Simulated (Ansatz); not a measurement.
Reactions of CH$_{5}$FOSi, SMILES `OC(F)[SiH3]`.

Gas-phase electronic energies from Ansatz, PBE0-D4/def2-TZVP geometries. CCSD(T)/CBS adds triple-zeta CCSD(T) − MP2 to the extrapolated MP2 energy (def2 sets, frozen cores). This one scheme is used for every species. DFT in def2-TZVPP. One conformer a species, not always the lowest.

```csv
reaction,PBE0-D4 (kJ/mol),HF/CBS(def2) (kJ/mol),CCSD/CBS(def2) (kJ/mol),ωB97M-V (kJ/mol)
`OC(F)[SiH3]` + `O[Si]F` → `F[Si]O[SiH3]` + `OCF`,-121,-156,-132,-124
`OC(F)[SiH3]` + `N=CS` → `[SiH3]/N=C\S` + `OCF`,-68,-76,-68,-64
`OC(F)[SiH3]` + H–F → `FC(F)[SiH3]` + H₂O,7,-1,8,5
`OC(F)[SiH3]` + `NC(N)=O` → `NC(=O)N[SiH3]` + `OCF`,-79,-95,-86,-81
`OC(F)[SiH3]` + HCl → `OC(F)Cl` + SiH₄,7,7,16,10
```

Question: Give the CCSD(T)/CBS values in the same order. (Estimate.)

Answer: Computed: -129, -69, 9, -85, 14 kJ/mol.

Largest T1 diagnostic: 0.015, for `[SiH3]/N=C\S`.
